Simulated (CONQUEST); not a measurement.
Runs of CONQUEST 1.3 on BN. It takes space group Fmm2 (No. 42, orthorhombic). The conventional cell has a = 2.503 Å, b = 6.991 Å, c = 4.332 Å, α = 90.00°, β = 90.00°, γ = 90.00°. Around N (site symmetry mm2) lie 3 B at 1.44 Å. B (site symmetry mm2) has 3 N at 1.44 Å as nearest neighbours. Measurements of this composition are mostly on another form, of space group No. 194.

```tsv
task	level	potentials or basis	spin	cell	k mesh	smearing	optimiser	max steps of the ions	other keys	gap on the mesh (eV)	pressure (GPa)	moment (μB)
single point	revPBE	PseudoDojo NC PBE, SZ, grid cutoff 150 Ha	collinear, antiferromagnetic start	edges of the box strained at random at fixed volume	8 × 5 × 3	fermi-dirac 0.05 eV	-	-	SC.WaveDependentMetric = T	4.13	23.3	0.00
band structure	revPBE	PseudoDojo NC PBE, SZ, grid cutoff 150 Ha	collinear, antiferromagnetic start	edges of the box strained at random at fixed volume	8 × 5 × 3	fermi-dirac 0.05 eV	-	-	SC.WaveDependentMetric = T	-	-	0.00
relaxation of the atoms	LDA	PseudoDojo NC LDA, SZ, grid cutoff 60 Ha	off	atoms relaxed from: volume scaled by 1.15	6 × 4 × 3	fermi-dirac 0.027 eV	sqnm	30	several, not listed	(a)	-12.2	-
band structure	PW91	PseudoDojo NC PBE, DZ, grid cutoff 120 Ha	collinear, random start	as given	8 × 5 × 3	fermi-dirac 0.05 eV	-	-	-	-	-	0.00
density of states	AM05	PseudoDojo NC LDA, SZP, grid cutoff 120 Ha	off	volume scaled by 1.08	7 × 4 × 3	fermi-dirac 0.027 eV	-	-	-	3.83	-	-
```

**Question.** Fill in the values left out.

**Answer.** (a) 3.75.

Caveats: the atomic basis is small; the basis of atomic orbitals isn't converged, which shifts pressures, moduli and gaps; the potentials were made for another functional, which shifts forces and pressure (some runs); this functional lacks dispersion, which binds the layers, so the pressure and a relaxed spacing across them are unreliable (some runs); an odd mesh through Γ misses points on the zone boundary, where band edges often lie (some runs); the box holds several primitive cells, so bands are folded and the points are those of the box's own zone (some runs); the relaxation stopped at its first step, so nothing moved (some runs).

Runs at the PBE level aren't shown here.
